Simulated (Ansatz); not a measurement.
# LiF: the cost of one run

Method: DFT LDA, scalar-relativistic, in Ansatz 0.2.0.

### Step 1. The system as given

Symmetry: Fm-3m, No. 225, cubic system. The conventional cell has a = 4.028 Å, b = 4.028 Å, c = 4.028 Å, α = 90.00°, β = 90.00°, γ = 90.00°. Li (site symmetry m-3m) is surrounded by 6 F at 2.01 Å. F (site symmetry m-3m) has 6 Li at 2.01 Å as nearest neighbours.

Coordinates:

```
CELL_PARAMETERS angstrom
0.00000 2.01400 2.01400
2.01400 0.00000 2.01400
2.01400 2.01400 0.00000
ATOMIC_POSITIONS crystal
Li 0.00000 0.00000 0.00000
F 0.50000 0.50000 0.50000
```

Atoms are numbered in the order of the input: Li1, F2.

### Step 2. The deformed structure

Space group Fm-3m before, I4/mmm after.

### Step 3. Full-potential LAPW

The input, input.yaml:

```yaml
crystal:
  lattice:
    - [0.0, 1.99386, 2.014]
    - [1.99386, 0.0, 2.014]
    - [1.99386, 1.99386, 0.0]
  atoms:
    - { symbol: Li, position: [0.0, 0.0, 0.0] }
    - { symbol: F, position: [0.5, 0.5, 0.5] }
kpoints:
  mp_grid: { grid: [10, 10, 10] }
  band_path:
    path:
      - [0.0, 0.0, 0.0]
      - [0.0, 0.5, 0.5]
      - [0.25, 0.75, 0.5]
      - [0.0, 0.5, 0.0]
      - [0.0, 0.0, 0.0]
      - [0.5, 0.5, 0.0]
      - [0.3725125, 0.6274875, 0.0]
      - [-0.3725125, 0.3725125, 0.0]
      - [0.0, 0.0, 0.0]
    npoints: 5
scf:
  occupations: { method: fermi_dirac, width: 0.03 }
hamiltonian:
  xc: lda
  pseudopotentials: { kind: all_electron, lapw: { basis_error: 0.001 } }
output:
  forces: true
  stress: true
  eigenvalues: true
```

Run with:

```sh
$ ansatz run input.yaml --threads 1 --pin off --max-ram 3072MiB --backend cpu --events-out ev --progress --plain --runs-dir out
```

What time and memory should one allow on 1 thread of Arm Neoverse V2, shared host?

About 5.7 s, with a peak of 0.27 GiB.
